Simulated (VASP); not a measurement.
GaAs: single point with PBE

GaAs:

```
Ga As
1.0
     0.00000    2.90936    2.90936
     2.90936    0.00000    2.90936
     2.90936    2.90936    0.00000
Ga As
1 1
Direct
  0.00000 0.00000 0.00000
  0.25000 0.25000 0.25000
```

The cell isn't the ideal one: a relaxed cell with its volume scaled by 1.03.

```json
{
  "Program": "VASP 6.6.1",
  "Task": "single point",
  "Functional": "PBE",
  "Potentials or basis": "VASP PAW PBE potentials, release 64 (Ga, As)",
  "Cutoff": "520 eV",
  "k mesh": "10 × 10 × 10",
  "Occupations": "gaussian, width 0.02 eV",
  "Spin": "no spin polarisation"
}
```

The pressure is -1.7 GPa and the band gap on the k mesh is none (metal or under the smearing width).

Levels at points of the mesh, in eV from the Fermi level:
| k point | band 1 | band 2 | band 3 | band 4 | band 5 | band 6 | band 7 | band 8 | band 9 |
| --- | --- | --- | --- | --- | --- | --- | --- | --- | --- |
| (0.00, 0.00, 0.00) | -12.12 | -0.06 | -0.01 | -0.01 | -0.01 | 3.73 | 3.73 | 3.73 | 7.34 |
| (0.50, 0.00, 0.00) | -10.70 | -6.17 | -1.02 | -1.02 | 0.80 | 4.62 | 4.62 | 7.65 | 9.78 |
| (0.50, 0.50, 0.00) | -10.09 | -6.41 | -2.38 | -2.38 | 1.62 | 1.70 | 9.52 | 9.52 | 10.24 |

Wall time 15 s on 1 thread of AMD EPYC 9R45 96-Core Processor (Zen 5) (shared host), peak memory 0.16 GiB.
